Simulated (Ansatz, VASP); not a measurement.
# One calculation of Cu, two programs

INCAR

```
SYSTEM = Cu
  PREC = Accurate
  ENCUT = 520
  EDIFF = 1E-6
  ISMEAR = -1
  SIGMA = 0.08
  LREAL = .FALSE.
  LASPH = .TRUE.
  NELM = 100
  ALGO = Fast
  ISIF = 2
  LWAVE = .FALSE.
  LCHARG = .FALSE.
  GGA = PE
  NBANDS = 12
```

The input KPOINTS:

```
Automatic mesh
0
G
  19 19 19
  0 0 0
```

POSCAR

```
Cu
1.0
    0.0000000000      1.8258507244      1.7713500000
    1.8258507244      0.0000000000      1.7713500000
    1.8258507244      1.8258507244      0.0000000000
Cu
1
Direct
    0.0000000000      0.0000000000      0.0000000000
```

Input for Ansatz:

```yaml
crystal:
  lattice:
    - [0.0, 1.8258507244, 1.77135]
    - [1.8258507244, 0.0, 1.77135]
    - [1.8258507244, 1.8258507244, 0.0]
  atoms:
    - { symbol: Cu, position: [0.0, 0.0, 0.0] }
kpoints:
  mp_grid: { grid: [19, 19, 19] }
scf:
  occupations: { method: fermi_dirac, width: 0.08 }
hamiltonian:
  xc: pbe
  pseudopotentials: { kind: all_electron, lapw: { basis_error: 0.00025 } }
output:
  forces: true
  stress: true
  eigenvalues: true
```

Change from the starting cell: z stretched by -2 % at fixed volume.

Alike in both runs: task single point; functional PBE; k mesh 19 × 19 × 19; occupations fermi-dirac, width 0.08 eV; no spin polarisation.

|  | VASP | Ansatz |
| --- | --- | --- |
| version | VASP 6.6.1 | Ansatz 0.2.0 |
| potentials or method | VASP PAW PBE potentials, release 64 (Cu) | all-electron LAPW, scalar-relativistic |
| plane-wave cutoff (eV) | 520 | see its input |

|  | VASP | Ansatz | Ansatz less VASP |
| --- | --- | --- | --- |
| pressure (GPa) | 2.2 | 1.7 | -0.44 |
| largest component of the traceless stress (GPa) | 0.81 | 0.83 | +0.018 |

Ansatz ran all-electron here, so the differences hold the error of VASP's frozen core and of both bases.
